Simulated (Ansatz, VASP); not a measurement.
This is a calculation of Mg (Magnesium) for Ansatz 0.2.0. 

The input input.yaml:

```yaml
crystal:
  lattice:
    - [3.2093, 0.0, 0.0]
    - [-1.60465, 2.7793353284, 0.0]
    - [0.0, 0.0, 5.2103]
  atoms:
    - { symbol: Mg, position: [0.6666666667, 0.3333333333, 0.75] }
    - { symbol: Mg, position: [0.3333333333, 0.6666666667, 0.25] }
hamiltonian:
  xc: pbe
  pseudopotentials: { kind: paw }
kpoints:
  mp_grid: { grid: [10, 10, 5] }
scf:
  occupations: { method: gaussian, width: 0.022 }
output:
  forces: true
  stress: true
  eigenvalues: true
```

Potentials or basis: Ansatz PAW.

Command:

```bash
$ ansatz run input.yaml --threads 2 --pin off --max-ram 5632MiB --backend cpu --events-out ev --progress --plain --runs-dir out
```

Task: Translate it to VASP 6.6.1. Potentials or basis there: PBE PAW files Mg, 520 eV.

Result: As run (cutoffs and basis follow the program's own potentials, and thresholds, step limits or extra output files can differ):

The input INCAR:

```
SYSTEM = Mg
ALGO = Normal
EDIFF = 1E-7
ENCUT = 520
GGA = PE
ISIF = 2
ISMEAR = 0
LASPH = .True.
LCHARG = .False.
LREAL = .False.
LWAVE = .False.
NELM = 60
PREC = Accurate
SIGMA = 0.022
```

Contents of KPOINTS:

```
k-points
0
Gamma
  10 10 5
  0 0 0
```

Contents of POSCAR:

```
Mg
1.0
    3.2093000000      0.0000000000      0.0000000000
   -1.6046500000      2.7793353284      0.0000000000
    0.0000000000      0.0000000000      5.2103000000
Mg
2
Direct
    0.6666666667      0.3333333333      0.7500000000
    0.3333333333      0.6666666667      0.2500000000
```

Potentials or basis: VASP PAW PBE potentials, release 64 (Mg).

Command:

```sh
$ cat potpaw_PBE.64/Mg/POTCAR > POTCAR
$ mpirun -np 1 vasp_std > vasp.out
```

Both were run:

|  | Ansatz | VASP |
| --- | --- | --- |
| Pressure | -0.4 GPa | -0.6 GPa |

Ansatz's pressure holds a Pulay term of +0.00 GPa for its cutoff of 420 eV, which the other run lacks.

The potentials hold 20 and 4 valence electrons a cell.

Where Ansatz's input types no cutoff or centring, it takes its own default and a Γ-centred mesh.

Pressure is positive in compression.
